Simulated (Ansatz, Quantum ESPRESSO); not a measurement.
## Equation of state of zinc blende InP

How stiff is zinc blende InP under hydrostatic load? Each row relaxes cell and atoms at a set pressure. The real crystal leaves this structure near 10.8 GPa (pmc:5775340), so the highest rows describe a metastable cell.

Calculated with Ansatz 0.2.0, PBEsol, PAW files of the set soft_1, cutoff 600 eV, Fermi–Dirac smearing 0.02 eV, k-mesh 8×8×8, no spin polarisation, no spin-orbit coupling.

The runs at 30 GPa are left out: their cell edges leave the smooth trend of the others, as when the structure changes.

Reference cell, relaxed at zero pressure with PBEsol (F-43m): a = 4.1568 Å, b = 4.1568 Å, c = 4.1568 Å, α = 60.00°, β = 60.00°, γ = 60.00°.

```
atom       x       y       z
  In  0.0000  0.0000  0.0000
   P  0.7500  0.7500  0.7500
```

| V (Å³/atom) | V/V0 | P (GPa) | E − E0 (meV/atom) |
| --- | --- | --- | --- |
| 27.2429 | 1.0728 | −3.986 | 24.6 |
| 23.8125 | 0.9377 | 4.990 | 23.2 |
| 22.6392 | 0.8915 | 9.996 | 77.3 |
| 21.7103 | 0.8549 | 14.994 | 149.2 |

V0 = 25.3947 Å³ an atom, where the residual pressure P0 is 0.000 GPa. **Question.** Fit the Birch–Murnaghan law and give the pressure and the energy at V = 20.9414 Å³ an atom, a row left out above.

With the Eulerian strain f = ½[(V0/V)^(2/3) − 1] and F = (P − P0)/[3f(1 + 2f)^(5/2)], the third-order law is the line F = B0 + (3/2) B0 (B′ − 4) f.

| f | F (GPa) |
| --- | --- |
| 0.05508 | 69.88 |
| 0.03979 | 69.15 |
| 0.02191 | 68.20 |
| −0.02288 | 65.29 |

A straight line through the 4 rows: the means are 0.02347 for f and 68.13 for F, Σ(Δx)² = 0.003416 and ΣΔxΔy = 0.2035, so the slope is 0.2035/0.003416 = 59.564 and the intercept 68.13 − (59.564)(0.02347) = 66.732.

Hence B0 = 66.7 GPa and B′ = 4 + (59.6)/(1.5 × 66.7) = 4.60. For the withheld volume f = 0.06858, F = 70.82 GPa and P = 20.09 GPa, an extrapolation past the fitted rows. The run itself gives 19.99 GPa, so the estimate misses by 0.10 GPa, more than the largest misfit of the fitted rows (0.03 GPa).

Integrating the same law gives E − E0 = (9/2) B0 V0 f²[1 + (B′ − 4) f] + P0(V0 − V), with 1 GPa Å³ = 6.2415 meV: 233.0 meV an atom. The run itself gives 232.8 meV, so the estimate misses by 0.2 meV; the fitted rows themselves lie up to 0.1 meV off the law.

The same fit over all rows at other levels or in other programs gives B0 = 67 GPa with PBEsol (Quantum ESPRESSO, GBRV).

[Logs are printed without paths, hosts, clocks, repeated set-up lines and the standing remarks that a program may print on its own settings, such as how far it seeks lower states.]
